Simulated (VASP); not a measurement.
Here is a VASP 6.6.1 calculation.

File INCAR:

```
PREC = Accurate
ENCUT = 600
EDIFF = 1E-6
ISMEAR = 1
SIGMA = 0.1
LREAL = False
LASPH = True
NELM = 80
ALGO = Normal
ISIF = 3
LWAVE = False
LCHARG = False
METAGGA = R2SCAN
LMIXTAU = True
IBRION = 2
NSW = 90
EDIFFG = -0.01
KPAR = 2
```

KPOINTS

```
regular mesh
0
Gamma
  15 15 9
```

POSCAR

```
Ru
1.0
    2.7058000000      0.0000000000      0.0000000000
   -1.3529000000      2.3432915376      0.0000000000
    0.0000000000      0.0000000000      4.2819000000
Ru
2
Direct
    0.3333333333      0.6666666667      0.2500000000
    0.6666666667      0.3333333333      0.7500000000
```

Potentials or basis: VASP PAW PBE potentials, release 64 (Ru_pv).

The run is started by

```console
$ cat potpaw_PBE.64/Ru_pv/POTCAR > POTCAR
$ mpirun -np 2 vasp_std > vasp.out
```

Task: Estimate the relaxed volume.

Result: 13.55 Å³/atom.

Task: Estimate the space group after relaxing (to 0.05 Å).

Result: P6_3/mmc (No. 194).

Stress tensor (GPa, compression positive):
```
 0.10  0.00  0.00
 0.00  0.10  0.00
 0.00  0.00 -0.08
```

Caveat: the PAW data sets were made with another functional, which shifts forces and pressure a little.
